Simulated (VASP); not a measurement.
GeSb2Te4: relaxation of cell and atoms with PBE

GeSb2Te4:

```
Ge Sb Te
1.0
     0.00000    5.06053    5.06053
     5.06053    0.00000    5.06053
     5.06053    5.06053    0.00000
Ge Sb Te
1 2 4
Direct
  0.75000 0.75000 0.75000
  0.50000 0.50000 0.50000
  0.00000 0.00000 0.00000
  0.87804 0.36589 0.87804
  0.87804 0.87804 0.87804
  0.36589 0.87804 0.87804
  0.87804 0.87804 0.36589
```

The cell was built by a generator and needn't be a form met in nature.

```
Program                : VASP 6.6.1
Task                   : relaxation of cell and atoms
Functional             : PBE
Potentials or basis    : VASP PAW PBE potentials, release 64 (Ge_d, Sb, Te)
Cutoff                 : 520 eV
k mesh                 : 3 × 3 × 3
Occupations            : gaussian, width 0.15 eV
Spin                   : no spin polarisation
Further INCAR settings : PREC = Normal; ALGO = Fast; EDIFF = 0.0001; IBRION = 2; EDIFFG = -0.08; NSW = 24; ISIF = 3
```

```
Relaxed volume                         : 71.08 Å³/atom
Relaxed cell                           : a = 8.894 Å, b = 8.894 Å, c = 8.894 Å, α = 60.00°, β = 60.00°, γ = 60.00°
Space group after relaxing (to 0.05 Å) : F-43m (No. 216)
Energy gained by relaxing              : 2790.8 meV/atom
Ionic steps                            : 15
Pressure after relaxing                : 0.1 GPa
Largest force after relaxing           : 0.013 eV/Å
Band gap on the k mesh                 : none (metal or under the smearing width)
```

Forces in eV/Å, atoms in the order of the input:
```
Ge   0.000  0.000  0.000
Sb   0.000  0.000  0.000
Sb   0.000  0.000  0.000
Te   0.007 -0.007  0.007
Te  -0.007 -0.007 -0.007
Te  -0.007  0.007  0.007
Te   0.007  0.007 -0.007
```

The path:
| step | energy change (eV) | largest force (eV/Å) | pressure (GPa) | volume (Å³) |
| --- | --- | --- | --- | --- |
| 1 | 0.0000 | 11.7896 | 43.69 | 259.19 |
| 2 | -14.7738 | 1.2708 | -1.18 | 852.48 |
| 3 | -15.4661 | 1.7070 | -0.73 | 783.32 |
| 4 | -15.8800 | 2.0369 | -0.41 | 737.06 |
| 5 | -17.0961 | 3.5744 | 1.06 | 566.83 |
| 6 | -16.3185 | 5.0365 | 7.86 | 393.17 |
| 7 | -16.9240 | 4.2143 | 1.81 | 540.51 |
| 8 | -18.2375 | 0.7668 | -1.59 | 634.91 |
| 9 | -18.2814 | 1.1136 | -1.22 | 615.92 |
| 10 | -18.8374 | 1.0641 | -1.03 | 573.40 |
| 11 | -19.3430 | 0.1800 | 1.50 | 457.68 |
| 12 | -19.4531 | 0.6511 | 0.11 | 501.84 |
| 13 | -19.4841 | 0.4673 | 0.61 | 489.19 |
| 14 | -19.5348 | 0.0920 | 0.05 | 499.07 |
| 15 | -19.5358 | 0.0127 | 0.15 | 497.55 |

Final structure:
```yaml
crystal:
  lattice:
    - [0.00000, 6.28929, 6.28929]
    - [6.28929, 0.00000, 6.28929]
    - [6.28929, 6.28929, 0.00000]
  atoms:
    - { symbol: Ge, position: [0.75000, 0.75000, 0.75000] }
    - { symbol: Sb, position: [0.50000, 0.50000, 0.50000] }
    - { symbol: Sb, position: [0.00000, 0.00000, 0.00000] }
    - { symbol: Te, position: [0.87087, 0.38738, 0.87087] }
    - { symbol: Te, position: [0.87087, 0.87087, 0.87087] }
    - { symbol: Te, position: [0.38738, 0.87087, 0.87087] }
    - { symbol: Te, position: [0.87087, 0.87087, 0.38738] }
```

Levels at points of the mesh, in eV from the Fermi level:
```csv
k point,band 21,band 22,band 23,band 24,band 25,band 26
"(0.00, 0.00, 0.00)",0.02,0.02,0.02,0.05,0.05,0.05
```

Run time: 2.3 min on 4 MPI ranks on Intel(R) Xeon(R) 6975P-C (Granite Rapids) (shared host), peak memory 0.17 GiB a rank.

Caveat: the volume moved by over 15 % at a fixed basis, so the end points are rough; the relaxation stopped at a loose force limit of 0.08 eV/Å, so its end isn't a converged minimum. The run has no spin-orbit coupling, so splittings on Sb, Te are missing.
